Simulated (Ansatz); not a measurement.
W (Im-3m), symmetry broken, then relaxed

Level of theory: DFT PBE, scalar-relativistic, plane waves, PAW (Ansatz 0.2.0). The runs took a 420 eV cutoff, a Γ-centred 10×10×10 mesh and Gaussian smearing (0.15 eV). Spin–orbit coupling is left out, which can shift energies with elements as heavy as these. No spin polarisation. Energies are free energies at this smearing, counted from the undisturbed cell; pressure is positive in compression.

Reference structure (relaxed at this level):

```
W
1.0
     0.00000   -3.18356    0.00000
    -3.18356    0.00000    0.00000
     0.00000    0.00000   -3.18356
W
2
Cartesian
  -1.5918 -1.5918 -1.5918
  0.0000 0.0000 0.0000
```

The atoms are displaced (Å, in the unstrained cell):

| atom | ux | uy | uz |
| --- | --- | --- | --- |
| W1 | -0.420 | 0.096 | -0.070 |
| W2 | 0.420 | -0.096 | 0.070 |

Cell and atoms are then relaxed.

Question: Does the relaxation return to the undisturbed structure?

Answer: Yes (up to a choice of domain or origin): same space group and volume, and an energy 0.0 meV/atom from it. The disturbance itself cost 2018.3 meV/atom. The final space group reads Im-3m (tolerance 0.05 Å) and the volume changes by 0.04 %.

Final structure:

```yaml
crystal:
  lattice:
    - [-0.00005, -3.18377, 0.00004]
    - [-3.18442, -0.00005, -0.00002]
    - [-0.00002, 0.00004, -3.18380]
  atoms:
    - { symbol: W, position: [0.50000, 0.50000, 0.50000] }
    - { symbol: W, position: [0.00000, 0.00000, 0.00000] }
```

The relaxation, step by step (energy from the first step; small jumps at an unchanged geometry come where the plane waves are selected anew for the new cell):

```
step  ΔE (meV/atom) largest force component (eV/Å) pressure (GPa)
   1            0.0                           7.580           61.07
   2        -1520.4                           2.884           -2.42
   3        -1986.4                           0.988            0.76
   4        -1898.5                           1.728            9.28
   5        -2018.0                           0.050            0.14
   6        -2018.3                           0.000           -0.04
   7        -2018.3                           0.000           -0.05
```